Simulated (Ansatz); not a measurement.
ZnS (Wurtzite-2H) under changes of volume

One of the cells (19.603 Å³/atom); the others are scaled copies at fixed shape and fractional positions:

```
Zn S
1.0
     3.81100    0.00000    0.00000
    -1.90550    3.30042    0.00000
     0.00000    0.00000    6.23400
Zn S
2 2
Direct
  0.66667 0.33333 0.50000
  0.33333 0.66667 0.00000
  0.66667 0.33333 0.88500
  0.33333 0.66667 0.38500
```

- Program: Ansatz 0.2.0
- Functional: PBEsol
- Potentials or basis: all-electron LAPW, scalar-relativistic
- Cutoff: 264 eV (chosen from the basis error)
- Basis error allowed: 0.002 eV/atom
- k mesh: 8 × 8 × 5
- Occupations: fermi-dirac, width 0.05 eV
- Spin: no spin polarisation

| volume (Å³/atom) | energy over the lowest point (meV/atom) | pressure (GPa) | gap on the mesh (eV) | largest force (eV/Å) |
| --- | --- | --- | --- | --- |
| 18.427 | 9.77 | 3.9 | 2.40 | 0.386 |
| 18.819 | 2.67 | 2.0 | 2.30 | 0.357 |
| 19.211 | 0.00 | 0.3 | 2.21 | 0.331 |
| 19.603 | 1.30 | -1.3 | 2.11 | 0.306 |
| 19.995 | ? | ? | ? | ? |
| 20.387 | 14.19 | -3.9 | 1.93 | 0.262 |
| 20.779 | 25.07 | -5.0 | 1.85 | 0.241 |

Question: What does the run at 19.995 Å³/atom give?

Answer: Energy over the lowest point 6.16 meV/atom; pressure -2.7 GPa; gap on the mesh 2.02 eV; largest force 0.283 eV/Å.

Worked out: A Birch-Murnaghan fit of order 3 (a polynomial in V^(-2/3)) to the other rows has its minimum at 19.27 Å³/atom with B0 = V·E''(V) = 78 GPa and B' = 4.4 at fixed shape and positions, which overstates the stiffness. It gives 6.15 meV/atom at 19.995 Å³/atom, against the run's 6.16, and -dE/dV = -2.7 GPa, against -2.7. A straight line through the other rows of the gap, of slope -4.6 eV per unit of ln V (its deformation potential), gives 2.02 eV, against the run's 2.02.

Energies are extrapolated to zero smearing.
